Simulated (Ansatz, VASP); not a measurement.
**Mo: VASP beside Ansatz**

File INCAR:

```
PREC = Accurate
ENCUT = 520
EDIFF = 1E-6
ISMEAR = -1
SIGMA = 0.05
LREAL = F
LASPH = T
NELM = 150
ALGO = Normal
ISIF = 2
LWAVE = F
LCHARG = T
MAGMOM = 0 0 0
LORBIT = 11
LSORBIT = T
GGA_COMPAT = F
LORBMOM = T
LMAXMIX = 4
GGA = B5
ALDAX = 1.0
AGGAX = 1.0
AGGAC = 1.0
ALDAC = 0.0
LVHAR = T
NBANDS = 25
```

The input KPOINTS:

```
regular mesh
0
Gamma
  8 8 8
```

The input POSCAR:

```
Mo
1.0
    0.0000000000      1.9877669319      1.9877669319
    1.9877669319      0.0000000000      1.9877669319
    1.9877669319      1.9877669319      0.0000000000
Mo
1
Direct
    0.0000000000      0.0000000000      0.0000000000
```

File input.yaml:

```yaml
crystal:
  lattice:
    - [0.0, 1.9877669319, 1.9877669319]
    - [1.9877669319, 0.0, 1.9877669319]
    - [1.9877669319, 1.9877669319, 0.0]
  atoms:
    - { symbol: Mo, position: [0.0, 0.0, 0.0] }
kpoints:
  mp_grid: { grid: [8, 8, 8] }
scf:
  occupations: { method: fermi_dirac, width: 0.05 }
hamiltonian:
  xc: blyp
  pseudopotentials: { kind: all_electron, lapw: { basis_error: 0.001 } }
magnetization:
  noncollinear: true
  spin_orbit: true
output:
  forces: true
  stress: true
  eigenvalues: true
```

Change from the starting cell: volume scaled by 0.96.

Alike in both runs: task single point; functional BLYP; k mesh 8 × 8 × 8; occupations fermi-dirac, width 0.05 eV; non-collinear spin, spin-orbit coupling.

```csv
,VASP,Ansatz
version,VASP 6.6.1,Ansatz 0.2.0
potentials or method,"VASP PAW PBE potentials, release 64 (Mo_sv)","all-electron LAPW, relativistic spinors"
plane-wave cutoff (eV),520,see its input
```

Ansatz gave:

| Item | Value |
| --- | --- |
| gap on the k mesh at the Fermi level (eV) | none |
| pressure (GPa) | 14.1 |
| net moment per atom (μB) | 0.00 |

**Question.** Which values does VASP return?

**Answer.** gap on the k mesh at the Fermi level (eV): none; pressure (GPa): 14.9; net moment per atom (μB): 0.00.

A gap of «none» marks a metal or a gap that the smearing closes. Ansatz ran all-electron here, so the differences hold the error of VASP's frozen core and of both bases.

Caveats: the PAW data sets were made with another functional, which shifts forces and pressure a little (VASP); the k mesh is thin for a metal, which can move the energy by tens of meV per atom (Ansatz).
